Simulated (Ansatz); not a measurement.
# Nb(100) with 4 layers of random Nb-Re, 2x2: scattering by chemical disorder, part 2 of 2

How strongly does chemical disorder scatter in Nb(100) with 4 layers of random Nb-Re, 2x2?

Ansatz 0.2.0; Ansatz plane-wave DFT, PBE, PAW files; ballistic transport by layer matching (Landauer), zero bias; PAW set soft_1.

So far. Step 3 (With 8 alloy layers): Over the solved energies the transmission per spin lies between 3.13 and 3.21, out of 11.0 channels of the lead on average (up to 11.7).

## Step 4: With 12 alloy layers

In 12 layers a share of 0.5 of the sites is given to Re at random. A fresh draw is used; the growth of the resistance with length is what counts.

System of this step: Nb(100) with 12 layers of random Nb-Re, 2x2. The cell holds 88 atoms: 64 Nb and 24 Re. Its edges and angles: a = 6.613 Å, b = 6.613 Å, c = 36.369 Å, α = 90.0°, β = 90.0°, γ = 90.0°. It derives from Nb. Regions: lead, 40 atoms (40 Nb); scattering region, 48 atoms (24 Re and 24 Nb). The structure is stacked along c, and the current runs across the ab planes.

File input.yaml:

```yaml
crystal:
  lattice:
    - [6.6126, 0.0, 0.0]
    - [0.0, 6.6126, 0.0]
    - [0.0, 0.0, 36.3693]
  atoms:
    - { symbol: Nb, position: [0.0, 0.0, 0.0227272727] }
    - { symbol: Nb, position: [0.0, 0.5, 0.0227272727] }
    - { symbol: Nb, position: [0.5, 0.0, 0.0227272727] }
    - { symbol: Nb, position: [0.5, 0.5, 0.0227272727] }
    - { symbol: Nb, position: [0.25, 0.25, 0.0681818182] }
    - { symbol: Nb, position: [0.25, 0.75, 0.0681818182] }
    - { symbol: Nb, position: [0.75, 0.25, 0.0681818182] }
    - { symbol: Nb, position: [0.75, 0.75, 0.0681818182] }
    - { symbol: Nb, position: [0.0, 0.0, 0.1136363636] }
    - { symbol: Nb, position: [0.0, 0.5, 0.1136363636] }
    - { symbol: Nb, position: [0.5, 0.0, 0.1136363636] }
    - { symbol: Nb, position: [0.5, 0.5, 0.1136363636] }
    - { symbol: Nb, position: [0.25, 0.25, 0.1590909091] }
    - { symbol: Nb, position: [0.25, 0.75, 0.1590909091] }
    - { symbol: Nb, position: [0.75, 0.25, 0.1590909091] }
    - { symbol: Nb, position: [0.75, 0.75, 0.1590909091] }
    - { symbol: Nb, position: [0.0, 0.0, 0.2045454545] }
    - { symbol: Nb, position: [0.0, 0.5, 0.2045454545] }
    - { symbol: Nb, position: [0.5, 0.0, 0.2045454545] }
    - { symbol: Nb, position: [0.5, 0.5, 0.2045454545] }
    - { symbol: Re, position: [0.25, 0.25, 0.25] }
    - { symbol: Nb, position: [0.25, 0.75, 0.25] }
    - { symbol: Re, position: [0.75, 0.25, 0.25] }
    - { symbol: Re, position: [0.75, 0.75, 0.25] }
    - { symbol: Re, position: [0.0, 0.0, 0.2954545455] }
    - { symbol: Nb, position: [0.0, 0.5, 0.2954545455] }
    - { symbol: Re, position: [0.5, 0.0, 0.2954545455] }
    - { symbol: Nb, position: [0.5, 0.5, 0.2954545455] }
    - { symbol: Nb, position: [0.25, 0.25, 0.3409090909] }
    - { symbol: Nb, position: [0.25, 0.75, 0.3409090909] }
    - { symbol: Nb, position: [0.75, 0.25, 0.3409090909] }
    - { symbol: Nb, position: [0.75, 0.75, 0.3409090909] }
    - { symbol: Re, position: [0.0, 0.0, 0.3863636364] }
    - { symbol: Re, position: [0.0, 0.5, 0.3863636364] }
    - { symbol: Nb, position: [0.5, 0.0, 0.3863636364] }
    - { symbol: Nb, position: [0.5, 0.5, 0.3863636364] }
    - { symbol: Re, position: [0.25, 0.25, 0.4318181818] }
    - { symbol: Re, position: [0.25, 0.75, 0.4318181818] }
    - { symbol: Nb, position: [0.75, 0.25, 0.4318181818] }
    - { symbol: Nb, position: [0.75, 0.75, 0.4318181818] }
    - { symbol: Re, position: [0.0, 0.0, 0.4772727273] }
    - { symbol: Re, position: [0.0, 0.5, 0.4772727273] }
    - { symbol: Re, position: [0.5, 0.0, 0.4772727273] }
    - { symbol: Re, position: [0.5, 0.5, 0.4772727273] }
    - { symbol: Nb, position: [0.25, 0.25, 0.5227272727] }
    - { symbol: Re, position: [0.25, 0.75, 0.5227272727] }
    - { symbol: Nb, position: [0.75, 0.25, 0.5227272727] }
    - { symbol: Re, position: [0.75, 0.75, 0.5227272727] }
    - { symbol: Re, position: [0.0, 0.0, 0.5681818182] }
    - { symbol: Re, position: [0.0, 0.5, 0.5681818182] }
    - { symbol: Re, position: [0.5, 0.0, 0.5681818182] }
    - { symbol: Nb, position: [0.5, 0.5, 0.5681818182] }
    - { symbol: Nb, position: [0.25, 0.25, 0.6136363636] }
    - { symbol: Nb, position: [0.25, 0.75, 0.6136363636] }
    - { symbol: Nb, position: [0.75, 0.25, 0.6136363636] }
    - { symbol: Re, position: [0.75, 0.75, 0.6136363636] }
    - { symbol: Nb, position: [0.0, 0.0, 0.6590909091] }
    - { symbol: Nb, position: [0.0, 0.5, 0.6590909091] }
    - { symbol: Nb, position: [0.5, 0.0, 0.6590909091] }
    - { symbol: Nb, position: [0.5, 0.5, 0.6590909091] }
    - { symbol: Nb, position: [0.25, 0.25, 0.7045454545] }
    - { symbol: Re, position: [0.25, 0.75, 0.7045454545] }
    - { symbol: Re, position: [0.75, 0.25, 0.7045454545] }
    - { symbol: Re, position: [0.75, 0.75, 0.7045454545] }
    - { symbol: Nb, position: [0.0, 0.0, 0.75] }
    - { symbol: Nb, position: [0.0, 0.5, 0.75] }
    - { symbol: Re, position: [0.5, 0.0, 0.75] }
    - { symbol: Re, position: [0.5, 0.5, 0.75] }
    - { symbol: Nb, position: [0.25, 0.25, 0.7954545455] }
    - { symbol: Nb, position: [0.25, 0.75, 0.7954545455] }
    - { symbol: Nb, position: [0.75, 0.25, 0.7954545455] }
    - { symbol: Nb, position: [0.75, 0.75, 0.7954545455] }
    - { symbol: Nb, position: [0.0, 0.0, 0.8409090909] }
    - { symbol: Nb, position: [0.0, 0.5, 0.8409090909] }
    - { symbol: Nb, position: [0.5, 0.0, 0.8409090909] }
    - { symbol: Nb, position: [0.5, 0.5, 0.8409090909] }
    - { symbol: Nb, position: [0.25, 0.25, 0.8863636364] }
    - { symbol: Nb, position: [0.25, 0.75, 0.8863636364] }
    - { symbol: Nb, position: [0.75, 0.25, 0.8863636364] }
    - { symbol: Nb, position: [0.75, 0.75, 0.8863636364] }
    - { symbol: Nb, position: [0.0, 0.0, 0.9318181818] }
    - { symbol: Nb, position: [0.0, 0.5, 0.9318181818] }
    - { symbol: Nb, position: [0.5, 0.0, 0.9318181818] }
    - { symbol: Nb, position: [0.5, 0.5, 0.9318181818] }
    - { symbol: Nb, position: [0.25, 0.25, 0.9772727273] }
    - { symbol: Nb, position: [0.25, 0.75, 0.9772727273] }
    - { symbol: Nb, position: [0.75, 0.25, 0.9772727273] }
    - { symbol: Nb, position: [0.75, 0.75, 0.9772727273] }
kpoints:
  mp_grid: { grid: [4, 4, 1] }
hamiltonian:
  xc: pbe
  pseudopotentials: { kind: paw, azcp: { folder: soft_1 } }
scf:
  occupations: { method: fermi_dirac, width: 0.1 }
output:
  transmission: { leads: [[0, 4]], kmesh: [8, 8], e_range: [-0.05, 0.05], de: 0.05 }
  write_potential: true
  write_density: true
  volumetric_format: npy
```

The run is started by

```sh
$ ansatz run input.yaml --threads 4 --pin off --max-ram 15360MiB --backend cpu --events-out ev --progress --plain --runs-dir out
```

Numbers of over 12 decimals in the logs are rounded to 6 here.

The program printed:

```text
[...]
Crystal: 88 atoms, lattice volume = 1590.301 Å³
Basis set: ecut = 420 eV, 31009 PW (Γ)
Bands: 716, of which v1, the nominal top of the filled ones, is band 596 counted from 1 (595 counted from 0)
Symmetry: 1 space group operations
[...]
k-points: 10 of 16 (time reversal used)
[...]
SCF iter   1: F=—  HF=-552273.715048 eV  |F-HF|=—  |Δ(HF+E_count)|=         —  Δρ=9.08e-2  dr2=2.34e3  ethr=3.10e-3  ⟨swp⟩=5.1  Hψ=23107  notcnv=0  defer=6
[...]
SCF iter  11: F=-552214.542211 eV  HF=-552214.542212 eV  |F-HF|=4.30e-8  |Δ(HF+E_count)|=   1.08e-8  Δρ=4.73e-7  dr2=4.47e-8  ethr=8.39e-12  ⟨swp⟩=8.4  Hψ=20632  notcnv=0
SCF 1 converged in 11 iterations: F = -552214.542211 eV  dr2 = 4.47e-8
[...]
transmission: 243 of 2346 steps passed
transmission: 477 of 2346 steps passed
[...]
transmission: 2346 of 2346 steps passed
SCF converged after 11 iterations
Free energy (F): -552214.542211 eV
[...]
Internal energy: -552211.832198 eV  (E = F + TS)
E sigma→0 (E₀):  -552213.187205 eV
Entropy (-TS):   -2.710013 eV (-30.796 meV/atom)
Fermi energy:    18.234602 eV
[...]
--- Band table (eV; the first three rows and the last of 10) ---
  k-point 0: bands = [... 592 lower, 18.5781, 18.5791, 18.5861, 18.6067, 18.6102, 18.6219, 18.6426, 18.6763, ... 116 higher]
  k-point 1: bands = [... 592 lower, 18.3577, 18.3712, 18.3818, 18.4036, 18.4132, 18.4508, 18.4617, 18.4804, ... 116 higher]
  k-point 2: bands = [... 592 lower, 18.1534, 18.1662, 18.1762, 18.1794, 18.1872, 18.1994, 18.2099, 18.2244, ... 116 higher]
  k-point 9: bands = [... 592 lower, 17.6078, 17.6351, 17.6506, 17.6805, 17.6949, 17.7028, 17.7075, 17.7108, ... 116 higher]
--- Transmission ---
  basis      : 385 plane waves across, 69 finite elements along
  points     : 34, standing for a mesh of 8 x 8
[...]
channels       : 1.085938e1 a spin
[...]
junction   : crystal 0 to crystal 0, 0.70 to 35.41 Å
    transmission   : 2.650360e0 a spin
[...]
```

Run time: 20 min. Hardware: 4 threads of AMD EPYC 9R14 (Zen 4), shared host; peak memory 9.2 GiB; 68 min of CPU time.

This step gave:

```yaml
free_energy: -552214.5422 eV
energy_at_zero_smearing: -552213.1872 eV
fermi_energy: 18.23 eV
transmission_per_spin_nearest_the_fermi_level: 2.650
open_channels_per_spin_nearest_the_fermi_level: 10.86
step_of_the_lead_s_potential: 7.5 meV
```

Per spin. Table of transmission, zone mean by energy, zero at the Fermi level:

```csv
energy (eV),"transmission, zone mean"
-0.0500,2.66
0.0000,2.65
0.0500,2.58
```

Over the solved energies the transmission per spin lies between 2.58 and 2.66, out of 11.0 channels of the lead on average (up to 11.8).

## Step 5: The fit

This step: Ansatz plane-wave DFT, PBE, PAW files; ballistic transport by layer matching (Landauer), zero bias; residual resistivity from the slope of the area resistance, atoms on the host's lattice; PAW set soft_1 (Ansatz 0.2.0).

Numbers from this step:

```yaml
resistivity: 68.18 µΩ cm
intercept: 0.3101 fΩ m²
scatter_about_the_fit: 0.04134 fΩ m²
```

Resistance, by row:

```csv
run,length (Å),T,channels N,RA (fΩ m²)
n4,6.613,4.531,10.98,0.7317
n8,13.23,3.162,10.97,1.27
n12,19.84,2.63,11.02,1.633
```

Area resistance against length of the alloy:

```csv
length of the alloy (Å),area resistance (fΩ m²)
6.61,0.732
13.23,1.27
19.84,1.63
```

The area resistance goes from 0.73 to 1.6 fΩ m² between 6.6 and 19.8 Å, a slope of 68 µΩ cm.

By hand from the end points: (1.633 − 0.7317) fΩ m² / (19.84 − 6.61) Å = 68 µΩ cm, since 1 fΩ m² per Å is 1000 µΩ cm.

## Step 6: Summary of results

* resistivity from the slope: 68.2 µΩ cm
* area resistance over 6.61 Å: 0.732 fΩ m²
* area resistance over 13.2 Å: 1.27 fΩ m²
* area resistance over 19.8 Å: 1.63 fΩ m²

**Reading.** The slope gives 68 µΩ cm. The points scatter by 0.041 fΩ m² about the line, with one random draw a length in a 2x2 cell, so the slope is a rough value. Read with a model of isotropic scattering on a spherical Fermi surface and the lead's 1.9×10¹⁵ S/m², this slope means a mean free path near 5.7 Å (a rough figure, since the alloy's own channel count differs); over these lengths the model's slope is within 3 % of its bulk resistivity, though a free path of a few ångströms strains the picture. The atoms sit on the host's lattice, so scattering by size misfit is left out. With 50 % of Re, whose own structure is another, this is a hypothetical phase. Spin-orbit coupling is left out, which matters for Re.

[Logs are printed without paths, hosts, clocks, repeated set-up lines and the standing remarks that a program may print on its own settings, such as how far it seeks lower states.]

[Hosts, paths, dates, database ids (printed as entryN), source tags and the programs' standing remarks are cut or masked in the printed files.]
